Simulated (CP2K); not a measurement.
# Si2W in CP2K: the effect of dispersion

Si2W:

```
W Si
1.0
     4.52671    0.00000    0.00000
     2.24503    3.93077    0.00000
    -3.38587   -1.96538    2.27250
W Si
1 2
Direct
  0.00000 0.00000 0.00000
  0.66530 0.66530 0.00000
  0.33470 0.33470 0.00000
```

Alike in all runs:

| Item | Value |
| --- | --- |
| Program | CP2K 2026.2 |
| Task | single point |
| Functional | PBE |
| Potentials or basis | POTENTIAL_UZH W GTH-PBE-q14, Si GTH-PBE-q4; TZVP-MOLOPT-PBE-GTH basis |
| Density cutoff | 6123 eV |
| k mesh | 12 × 12 × 12 |
| Occupations | fermi-dirac, width 0.05 eV |
| Spin | no spin polarisation |

| dispersion | pressure (GPa) |
| --- | --- |
| none | 2.5 |
| D3 | -2.4 |
| D3(BJ) | ? |
| D4 | -3.7 |
| rVV10 | 2.0 |
| D3(BJ)+ATM | -3.5 |

Q: What does the run with dispersion D3(BJ) give?

A: Pressure -4.5 GPa.

Caveats: the basis of atomic orbitals isn't converged, which shifts pressures, moduli and gaps; pairwise dispersion overbinds metals, which lowers pressure and volume (some runs).
